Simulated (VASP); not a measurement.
C:

```
CELL_PARAMETERS angstrom
2.46729 0.00000 0.00000
-1.23365 2.13674 0.00000
0.00000 0.00000 7.80307
ATOMIC_POSITIONS crystal
C 0.00000 0.00000 0.25000
C 0.00000 0.00000 0.75000
C 0.33333 0.66667 0.25000
C 0.66667 0.33333 0.75000
```

* Program: VASP 6.6.1
* Task: relaxation of cell and atoms
* Functional: PBE
* Dispersion: D3(BJ)
* Potentials or basis: VASP PAW PBE potentials, release 64 (C)
* Cutoff: 600 eV
* k mesh: 12 × 12 × 4
* Occupations: gaussian, width 0.03 eV
* Spin: no spin polarisation

At the start: pressure -1.1 GPa; volume 10.28 Å³/atom.

Q: Where does the relaxation end?

A: Over 12 steps the energy falls by 15.3 meV/atom and the volume is 8.80 Å³/atom (-14.4 %); space group P6_3/mmc (No. 194, to 0.05 Å).

Step by step:
| step | energy change (eV) | largest force (eV/Å) | pressure (GPa) | volume (Å³) |
| --- | --- | --- | --- | --- |
| 1 | 0.0000 | 0.0000 | -1.12 | 41.14 |
| 2 | -0.0034 | 0.0000 | 0.24 | 40.71 |
| 3 | -0.0048 | 0.0000 | 1.67 | 40.28 |
| 4 | -0.0057 | 0.0000 | 1.68 | 40.23 |
| 5 | -0.0082 | 0.0000 | 1.53 | 40.06 |
| 6 | -0.0133 | 0.0000 | 1.47 | 39.73 |
| 7 | -0.0233 | 0.0000 | 1.18 | 39.07 |
| 8 | -0.0417 | 0.0000 | 0.79 | 37.74 |
| 9 | -0.0612 | 0.0000 | 0.17 | 35.08 |
| 10 | -0.0612 | 0.0000 | 0.18 | 35.18 |
| 11 | -0.0612 | 0.0000 | -0.27 | 35.27 |
| 12 | -0.0612 | 0.0000 | 0.07 | 35.20 |

Final structure:
```cif
data_structure
_symmetry_space_group_name_H-M 'P 1'
_symmetry_Int_Tables_number 1
_cell_length_a 2.4649
_cell_length_b 2.4649
_cell_length_c 6.6906
_cell_angle_alpha 90.000
_cell_angle_beta 90.000
_cell_angle_gamma 120.000
_cell_volume 35.20
loop_
_atom_site_label
_atom_site_type_symbol
_atom_site_fract_x
_atom_site_fract_y
_atom_site_fract_z
_atom_site_occupancy
C1 C 0.00000 0.00000 0.25000 1
C2 C 0.00000 0.00000 0.75000 1
C3 C 0.33333 0.66667 0.25000 1
C4 C 0.66667 0.33333 0.75000 1
```
